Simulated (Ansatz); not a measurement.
## How the vibrations of TaN change with volume

These are results of DFT PBE, scalar-relativistic, plane waves, PAW (Ansatz 0.2.0), not measurements. Settings: 420 eV plane-wave cutoff, Γ-centred 18×18×8 mesh, Fermi-Dirac smearing of 0.15 eV. No spin polarisation. Phonons by linear response, acoustic sum rule imposed.

The cell, relaxed at this level:
Space group P6_3mc (No. 186). a = 3.154 Å, b = 3.154 Å, c = 6.100 Å, α = 90.00°, β = 90.00°, γ = 120.00°
```csv
atom,site,symmetry,x,y,z
Ta,2b,3m.,0.3333,0.6667,0.0301
N,2b,3m.,0.3333,0.6667,0.3549
```

In a metal, frequencies depend on the k mesh and the smearing, soft modes most. Spin–orbit coupling is left out, which matters for heavy elements. A semilocal functional can close a gap that the real compound has.

Cells at 0.98 and 1.02 times the equilibrium volume were relaxed in shape and atoms; γ = −d ln ν / d ln V, modes matched by rank.

(1) Give the optical frequencies at Γ (cm⁻¹) at the three volumes and the mode Grüneisen parameters.

(2) What pressures hold the two strained cells, and what bulk modulus follows?

Results:

(1)
```tsv
0.98 V	V	1.02 V	γ	degeneracy
81	85	88	-2.02	2
180	169	159	3.05	1
367	352	337	2.18	2
484	468	452	1.72	2
584	558	534	2.21	1
661	637	613	1.88	1
```

(2) 4.99 GPa at 0.98 V and -4.52 GPa at 1.02 V, so B = −dP/d ln V ≈ 238 GPa.

This wurtzite form isn't the usual stable structure of the compound.